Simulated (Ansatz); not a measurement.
# Sb (Antimony): the cost of one run

Program: Ansatz 0.2.0. Level of theory: DFT PBE+D3(BJ), scalar-relativistic, plane waves, PAW. These are calculated values, not measurements.

3 further runs of the same task are left out: 3 set aside as unsound or not needed.

**1. Starting point**

It takes space group R-3m (No. 166, trigonal). Conventional cell: a = 4.317 Å, b = 4.317 Å, c = 11.018 Å, α = 90.00°, β = 90.00°, γ = 120.00°. Around Sb (site symmetry 3m) lie 6 Sb at 2.94 to 3.27 Å.

Structure file:

```
Sb
1.0
     2.15837    1.24614    3.67275
    -2.15837    1.24614    3.67275
     0.00000   -2.49228    3.67275
Sb
2
Direct
  0.23717 0.23717 0.23717
  0.76283 0.76283 0.76283
```

It is the result of an earlier relaxation at this level (volume 29.64 Å³/atom; gap on the mesh: none (metal)).

**2. The cell at 0.98 of its volume**

File input.yaml:

```yaml
crystal:
  lattice:
    - [2.1438886122, 1.2377746674, 3.64810044]
    - [-2.1438886122, 1.2377746674, 3.64810044]
    - [0.0, -2.4755493347, 3.64810044]
  atoms:
    - { symbol: Sb, position: [0.2371686732, 0.2371686732, 0.2371686732] }
    - { symbol: Sb, position: [0.7628313268, 0.7628313268, 0.7628313268] }
basis:
  ecutwfc: 420
kpoints:
  mp_grid: { grid: [12, 12, 12] }
hamiltonian:
  xc: pbe
  dispersion: d3bj
scf:
  occupations: { method: fermi_dirac, width: 0.15 }
output:
  forces: true
  stress: true
  eigenvalues: true
relax:
  adjacent_minimum: "off"
  f_tol: 0.001
  max_steps: 60
  cell: { stress_tol: 0.01, fix: [volume] }
```

Run with:

```sh
ansatz run input.yaml --threads 2 --pin off --max-ram 5120MiB --backend cpu --events-out ev --progress --plain --runs-dir out
```

Q: Estimate wall time and peak memory on 2 threads of Arm Neoverse V2, shared host.

About 26 s, with a peak of 0.47 GiB.
